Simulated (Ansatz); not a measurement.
## AlAs: what relativity and spin–orbit coupling change

```xyz
2
Lattice="0.0000 2.8304 2.8304 2.8304 0.0000 2.8304 2.8304 2.8304 0.0000" Properties=species:S:1:pos:R:3 pbc="T T T"
Al    0.0000    0.0000    0.0000
As    4.2456    4.2456    4.2456
```

Atoms are numbered in the order listed.

The cell is COD entry 1540257, as deposited and not checked against the literature; nothing was relaxed.

One fixed cell is solved with PBE by LAPW (all electrons) in Ansatz 0.2.0 under different relativistic treatments. Pressure is positive in compression.

Settings: a Γ-centred 10×10×10 k mesh, Fermi–Dirac smearing of 0.05 eV, basis error target 0.5 meV/atom, no spin polarisation.

```csv
setting,P (GPa),gap on the k mesh (eV)
scalar-relativistic,2.57,1.44
non-relativistic,3.00,?
with spin–orbit coupling,2.56,?
"scalar-relativistic, point nuclei",2.57,1.44
```

Question: What belongs in the row "with spin–orbit coupling", column "gap on the k mesh (eV)"?

Answer: 1.35.

Question: Give the missing entry: row "non-relativistic", column "gap on the k mesh (eV)".

Answer: 1.49.
